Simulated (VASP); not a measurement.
Write the native input for VASP 6.6.1 that does the following.

| Property | Result |
| --- | --- |
| Task | band structure |
| Functional | r2SCAN |
| Potentials or basis | VASP PAW PBE potentials, release 64 (Pb_d, Cs_sv, Br) |
| Cutoff | 520 eV |
| k mesh | 4 × 4 × 4 |
| Occupations | gaussian, width 0.02 eV |
| Spin | spin-orbit coupling, no magnetisation |
| Ladder | gaps |
| Further INCAR settings | ALGO = Normal; EDIFF = 1e-06; NBANDS = 59 |

The structure of CsPbBr3 lies in POSCAR:

```
CsPbBr3
1.0
    5.8700000000      0.0000000000      0.0000000000
    0.0000000000      5.8700000000      0.0000000000
    0.0000000000      0.0000000000      5.8700000000
Pb Cs Br
1 1 3
Direct
    0.5000000000      0.5000000000      0.5000000000
    0.0000000000      0.0000000000      0.0000000000
    0.5000000000      0.5000000000      0.0000000000
    0.5000000000      0.0000000000      0.5000000000
    0.0000000000      0.5000000000      0.5000000000
```

Measurements of this composition are mostly on another form, of space group No. 62.

One way to write it, as run:

INCAR

```
SYSTEM = CsPbBr3
ALGO     = Normal         ! electronic algorithm
EDIFF    = 1E-6           ! SCF threshold, eV
ENCUT    = 520            ! plane-wave cutoff, eV
GGA_COMPAT= .False.      
ISIF     = 2              ! what is computed and relaxed
ISMEAR   = 0              ! smearing method
KPAR     = 4            
LASPH    = .True.         ! aspherical terms in the spheres
LCHARG   = .False.        ! write CHGCAR
LMIXTAU  = .True.       
LORBIT   = 11             ! projections on sites
LREAL    = .False.        ! projectors in reciprocal space
LSORBIT  = .True.         ! spin-orbit coupling
LWAVE    = .False.        ! write WAVECAR
MAGMOM   = 0 0 0 0 0 0 0 0 0 0 0 0 0 0 0 ! initial moments
METAGGA  = R2SCAN         ! meta-GGA
NBANDS   = 59             ! bands
NELM     = 60             ! most SCF steps
PREC     = Accurate       ! precision mode
SIGMA    = 0.02           ! smearing width, eV
```

KPOINTS

```
k-points
0
Gamma
  4 4 4
  0 0 0
```

KPOINTS_OPT

```
path GXMGRX,MR
15
line-mode
reciprocal
 0.0000000000  0.0000000000  0.0000000000  G
 0.0000000000  0.5000000000  0.0000000000  X

 0.0000000000  0.5000000000  0.0000000000  X
 0.5000000000  0.5000000000  0.0000000000  M

 0.5000000000  0.5000000000  0.0000000000  M
 0.0000000000  0.0000000000  0.0000000000  G

 0.0000000000  0.0000000000  0.0000000000  G
 0.5000000000  0.5000000000  0.5000000000  R

 0.5000000000  0.5000000000  0.5000000000  R
 0.0000000000  0.5000000000  0.0000000000  X

 0.5000000000  0.5000000000  0.0000000000  M
 0.5000000000  0.5000000000  0.5000000000  R
```

Potentials or basis: VASP PAW PBE potentials, release 64 (Pb_d, Cs_sv, Br).

Run with:

```sh
$ cat potpaw_PBE.64/Pb_d/POTCAR potpaw_PBE.64/Cs_sv/POTCAR potpaw_PBE.64/Br/POTCAR > POTCAR
$ mpirun -np 4 vasp_ncl > vasp.out
```

It gave:

```yaml
Pressure: 0.8 GPa
Valence_electrons_inside_the_program's_atomic_spheres: Pb 11.82; Cs 6.57; Br 4.91
```

Caveat: the PAW data sets were made with another functional, which shifts forces and pressure a little.

It took 23 min on 4 MPI ranks on Intel(R) Xeon(R) 6975P-C (Granite Rapids) (shared host), peak memory 1.1 GiB a rank.
